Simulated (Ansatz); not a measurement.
# CuO: relaxation of cell and atoms with PBE+U

CuO:

```
CELL_PARAMETERS angstrom
-2.34185 1.71130 0.00000
0.85003 0.00000 -5.05787
-2.34185 -5.13390 0.00000
ATOMIC_POSITIONS crystal
Cu 0.24800 0.00060 0.24330
Cu 0.74800 0.00060 0.74330
Cu 0.99800 0.50060 0.49330
Cu 0.49800 0.50060 0.99330
O 0.70720 0.75060 0.28410
O 0.20720 0.75060 0.78410
O 0.78880 0.25060 0.20250
O 0.30482 0.24579 0.75612
```

```
Program             : Ansatz 0.2.0
Task                : relaxation of cell and atoms
Functional          : PBE
Potentials or basis : Ansatz PAW
Cutoff              : 420 eV (not typed: the program's choice for these potentials)
k mesh              : 9 × 5 × 5
Occupations         : fermi-dirac, width 0.05 eV
Spin                : no spin polarisation
Hubbard terms       : Cu d U = 5.3 eV
Hubbard projectors  : ortho-atomic (the default)
Double counting     : fll (the default)
```

```json
{
 "Relaxed volume": "11.43 Å³/atom",
 "Relaxed cell": "a = 2.972 Å, b = 5.177 Å, c = 6.623 Å, α = 90.01°, β = 116.16°, γ = 90.00°",
 "Space group after relaxing (to 0.05 Å)": "Cccm (No. 66)",
 "Energy gained by relaxing": "89.1 meV/atom",
 "Ionic steps": "23",
 "Pressure after relaxing": "0.0 GPa",
 "Band gap on the k mesh": "none (metal or under the smearing width)"
}
```

Step by step:
```
step  energy change (eV)  largest force (eV/Å)  volume (Å³)
   1              0.0000                2.7499        81.08
   2             -0.3091                1.8086        84.57
   3             -0.5164                0.3822        88.12
   4             -0.5450                0.0142        88.02
   5             -0.5446                0.0049        88.38
   6             -0.5451                0.0014        88.30
   7             -0.6257                0.0020        88.30
   8             -0.6581                0.0062        89.98
   9             -0.6603                0.0307        91.01
  10             -0.6633                0.0059        90.63
  11             -0.6630                0.0025        90.69
  12             -0.6922                0.0031        90.69
  13             -0.7007                0.0078        91.09
  14             -0.7013                0.0050        91.36
  15             -0.7016                0.0126        91.30
  16             -0.7017                0.0005        91.29
  17             -0.7088                0.0011        91.29
  18             -0.7106                0.0040        91.36
  19             -0.7103                0.0009        91.47
  20             -0.7104                0.0010        91.43
  21             -0.7119                0.0010        91.43
  22             -0.7122                0.0009        91.46
  23             -0.7125                0.0009        91.46
```

Final structure:
```cif
data_structure
_symmetry_space_group_name_H-M 'P 1'
_symmetry_Int_Tables_number 1
_cell_length_a 2.9719
_cell_length_b 5.1768
_cell_length_c 6.6234
_cell_angle_alpha 90.014
_cell_angle_beta 116.162
_cell_angle_gamma 90.005
_cell_volume 91.46
loop_
_atom_site_label
_atom_site_type_symbol
_atom_site_fract_x
_atom_site_fract_y
_atom_site_fract_z
_atom_site_occupancy
Cu1 Cu 0.25003 0.00000 0.25001 1
Cu2 Cu 0.75000 0.00000 0.75001 1
Cu3 Cu 0.99999 0.50000 0.50000 1
Cu4 Cu 0.49999 0.50000 0.00000 1
O1 O 0.75003 0.74973 0.25008 1
O2 O 0.25000 0.74974 0.75007 1
O3 O 0.74999 0.25027 0.24992 1
O4 O 0.24997 0.25027 0.74992 1
```

Levels at points of the mesh, in eV from the Fermi level:
| k point | band 46 | band 47 | band 48 | band 49 | band 50 | band 51 | band 52 | band 53 | band 54 | band 55 |
| --- | --- | --- | --- | --- | --- | --- | --- | --- | --- | --- |
| (0.00, 0.00, 0.00) | -2.45 | -1.93 | -1.78 | 0.31 | 0.56 | 0.70 | 0.72 | 1.68 | 4.41 | 6.25 |

Eigenvalues of the final occupation matrices:
```
  site  spin  trace               eigenvalues
site 1     1   4.76  0.80 0.97 0.99 0.99 1.00
site 2     1   4.76  0.80 0.97 0.99 0.99 1.00
site 3     1   4.76  0.80 0.97 0.99 1.00 1.00
site 4     1   4.76  0.80 0.97 0.99 1.00 1.00
```

Run time: 11 min on 4 threads of Arm Neoverse V1, on a shared host, peak memory 1 GiB.

Caveat: the plane-wave basis is chosen anew once the cell has moved, so the energies of steps on either side of that aren't comparable; the pressure holds a Pulay correction of +0.6 GPa for the finite cutoff; the volume moved by +13 % from the deposited cell, more than functionals usually miss; the run has no spin polarisation, though such a crystal can be magnetic; U without spin polarisation on a metal has little footing. Zero-point motion and thermal expansion aren't in these numbers.
